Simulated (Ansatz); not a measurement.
**Pressure against volume in GaSe**

It was relaxed at this level from a cell as deposited in COD.

Theory: DFT PBE, scalar-relativistic, plane waves, PAW in Ansatz 0.2.0. Cutoff 420 eV, Γ-centred 12×12×2 mesh (8-atom cell), Gaussian smearing of 0.02 eV, no spin polarisation.

```cif
data_structure
_symmetry_space_group_name_H-M 'P6_3/mmc'
_symmetry_Int_Tables_number 194
_cell_length_a 3.8151
_cell_length_b 3.8151
_cell_length_c 18.2131
_cell_angle_alpha 90.000
_cell_angle_beta 90.000
_cell_angle_gamma 120.000
_cell_volume 229.57
loop_
_atom_site_label
_atom_site_type_symbol
_atom_site_symmetry_multiplicity
_atom_site_Wyckoff_symbol
_atom_site_fract_x
_atom_site_fract_y
_atom_site_fract_z
_atom_site_occupancy
Ga1 Ga 4 f 0.33333 0.66667 0.18223 1
Se1 Se 4 f 0.33333 0.66667 0.61789 1
```

The cell was set to several volumes, with shape and atoms relaxed at each where symmetry leaves them free. Pressure is positive in compression, and energies count from the lowest row.

| row | V (Å³/atom) | P (GPa) | ΔE (meV/atom) | gap on mesh (eV) |
| --- | --- | --- | --- | --- |
| 1 | 25.253 | 1.29 | 8.8 | 0.91 |
| 2 | 26.114 | 0.67 | 3.7 | 1.01 |
| 3 | 26.975 | ? | ? | ? |
| 4 | 27.836 | 0.13 | 0.2 | 1.26 |
| 5 | 28.697 | 0.01 | 0.0 | 1.34 |
| 6 | 29.558 | -0.04 | 0.1 | 1.43 |
| 7 | 30.418 | -0.05 | 0.4 | 1.51 |

Problem. Find B = −V·ΔP/ΔV from rows 4 and 6 and from rows 1 and 2, and from the two its slope B′ and its value B0 at zero pressure.

Solution. Rows 4 and 6 give −(27.836 + 29.558)/2 × (-0.04 − (0.13))/(29.558 − 27.836) = 2.8 GPa at a mean pressure of 0.04 GPa. Rows 1 and 2 give −(25.253 + 26.114)/2 × (0.67 − (1.29))/(26.114 − 25.253) = 18.5 GPa at a mean pressure of 0.98 GPa. So B′ = (18.5 − 2.8)/(0.98 − (0.04)) = 16.70 and B0 = 2.8 − 16.70 × (0.04) = 2.1 GPa. A third-order Birch–Murnaghan fit to all the energies gives B0 = 2.7 GPa and B′ = 35.2.

Problem. Estimate the pressure and energy of row 3.

Solution. From row 5, V0 = 28.697 × (1 + (0.01)/2.1) = 28.834 Å³/atom. Murnaghan's form P = (B0/B′)·[(V0/V)^B′ − 1] gives (2.1/16.70) × [(28.834/26.975)^16.70 − 1] = 0.26 GPa; the computed pressure is 0.31 GPa, so the estimate is off by -0.05 GPa. The work of compression from row 4, with the mean of the two pressures, gives ΔE = 0.2 + (0.26 + 0.13)/2 × (27.836 − 26.975)/160.2 × 1000 = 1.2 meV/atom (1 eV/Å³ = 160.2 GPa); the computed value is 1.2 meV/atom.

Problem. Fit the gap against pressure through the other rows and estimate it at the computed pressure of row 3.

Solution. Over the 6 rows the mean pressure is 0.3350 GPa and the mean gap is 1.243 eV. The sums of products of deviations are S_xx = 1.461 and S_xy = -0.604, so the slope is -0.604/1.461 = -0.4134 (r = -0.94, rms misfit 0.07 eV). At 0.31 GPa the line gives 1.243 + (-0.4134) × (0.31 − 0.3350) = 1.25 eV. The computed value is 1.12 eV, so the line is off by +0.13 eV, more than the largest miss among the fitted rows (0.11 eV). The rows follow a line poorly: the gap bends, or the lowest transition changes along the series.

Weakly bound directions are ill-defined at this level, which has no dispersion term. Kohn–Sham gaps at this level usually fall short of measured ones. All volumes keep the k mesh of the relaxed cell. Symmetry constrained the relaxation, so the result can be a saddle point.
